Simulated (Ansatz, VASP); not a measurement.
One calculation of BP, two programs

INCAR

```
SYSTEM = BP
  PREC = Accurate
  ENCUT = 520
  EDIFF = 1E-6
  ISMEAR = 0
  SIGMA = 0.02
  LREAL = .False.
  LASPH = .True.
  NELM = 100
  ALGO = Fast
  ISIF = 2
  LWAVE = .False.
  LCHARG = .True.
  GGA = PE
  LELF = .True.
  LVHAR = .True.
  NBANDS = 31
```

File KPOINTS:

```
regular mesh
0
Gamma
  6 7 8
  0 0 0
```

File POSCAR:

```
BP
1.0
    6.1213420000     -0.3082330000      0.2306390000
   -0.2919790000      4.8859170000      0.7410800000
    0.2010930000      0.7438350000      4.5405540000
B P
5 5
Direct
    0.4241299518      0.5373392090      0.6015818967
    0.9265721904      0.3020080227      0.8338814835
    0.4903260340      0.5571655366      0.2248378541
    0.2108613750      0.2518022212      0.8272556888
    0.5053192545      0.7380794421      0.8281615002
    0.7177305534      0.2975522882      0.1865414682
    0.3606958574      0.1970454063      0.1882431630
    0.2594910891      0.9369304500      0.6688072570
    0.7676432476      0.0165698102      0.6462940842
    0.9773086281      0.7020946817      0.5438143874
```

Input for Ansatz:

```yaml
crystal:
  lattice:
    - [6.121342, -0.308233, 0.230639]
    - [-0.291979, 4.885917, 0.74108]
    - [0.201093, 0.743835, 4.540554]
  atoms:
    - { symbol: B, position: [0.4241299518, 0.537339209, 0.6015818967] }
    - { symbol: B, position: [0.9265721904, 0.3020080227, 0.8338814835] }
    - { symbol: B, position: [0.490326034, 0.5571655366, 0.2248378541] }
    - { symbol: B, position: [0.210861375, 0.2518022212, 0.8272556888] }
    - { symbol: B, position: [0.5053192545, 0.7380794421, 0.8281615002] }
    - { symbol: P, position: [0.7177305534, 0.2975522882, 0.1865414682] }
    - { symbol: P, position: [0.3606958574, 0.1970454063, 0.188243163] }
    - { symbol: P, position: [0.2594910891, 0.93693045, 0.668807257] }
    - { symbol: P, position: [0.7676432476, 0.0165698102, 0.6462940842] }
    - { symbol: P, position: [0.9773086281, 0.7020946817, 0.5438143874] }
basis:
  ecutwfc: 420
kpoints:
  mp_grid: { grid: [6, 7, 8] }
hamiltonian:
  xc: pbe
scf:
  occupations: { method: gaussian, width: 0.02 }
  n_extra_bands: 8
output:
  forces: true
  stress: true
  eigenvalues: true
  populations: true
  dos:
    method: { smearing: { sigma: 0.1, scheme: gaussian } }
    projected: true
    de: 0.02
  write_density: true
  write_potential: true
  elf: true
  volumetric_format: npy
```

Alike in both runs: task single point; functional PBE; k mesh 6 × 7 × 8; occupations gaussian, width 0.02 eV; no spin polarisation.

|  | VASP | Ansatz |
| --- | --- | --- |
| version | VASP 6.6.1 | Ansatz 0.2.0 |
| potentials or method | VASP PAW PBE potentials, release 64 (B, P) | scalar-relativistic, plane waves, PAW |
| plane-wave cutoff (eV) | 520 | 420 |
| valence electrons in the cell | 40 | 40 |

|  | VASP | Ansatz | Ansatz less VASP |
| --- | --- | --- | --- |
| gap on the k mesh at the Fermi level (eV) | 0.58 | 0.58 | -0.002 |
| least direct gap on the mesh (eV) | 1.23 | 1.23 | -0.001 |
| rms of the force components (eV/Å) | 0.034 | 0.027 | -0.0064 |

Atom by atom the forces differ by 0.017 eV/Å (rms over components).
